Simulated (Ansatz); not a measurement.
## Random displacements in BN

The calculation used DFT r2SCAN, scalar-relativistic, plane waves, PAW in Ansatz. Settings: plane waves to 500 eV, k-mesh 12×12×6 (Γ-centred), Gaussian smearing 0.05 eV. No spin polarisation. Energies are free energies at this smearing, counted from the undisturbed cell; pressure is positive in compression.

The starting cell (relaxed at this level; this wurtzite form isn't the usual structure):

```
B N
1.0
     2.54397    0.00000    0.00000
    -1.27198    2.20314    0.00000
     0.00000    0.00000    4.20774
B N
2 2
Direct
  0.66667 0.33333 0.99980
  0.33333 0.66667 0.49980
  0.66667 0.33333 0.62520
  0.33333 0.66667 0.12520
```

After a displacement of all atoms with no net shift, the run gives ΔE = 194.5 meV/atom; stress (xx, yy, zz, yz, xz, xy; compression positive) (10.54, 7.72, 10.09, -2.19, -3.10, 2.70) GPa; gap on the mesh 4.20 eV.

```csv
atom,Fx (eV/Å),Fy,Fz
B1,0.435,-0.282,5.735
B2,1.758,2.577,-2.955
N3,-1.800,-3.005,-1.838
N4,-0.393,0.710,-0.942
```

**Question.** Which displacements (Å, in the unstrained cell) and strain were applied?

**Answer.**
```tsv
atom	ux	uy	uz
B1	-0.01	0.00	-0.10
B2	-0.02	-0.07	0.04
N3	0.03	0.12	0.05
N4	0.01	-0.06	0.01
```
The cell is not strained.

Cost: 1 run of about 0.21 core-minutes, on Intel Xeon 6975P-C (Granite Rapids) (shared hosts).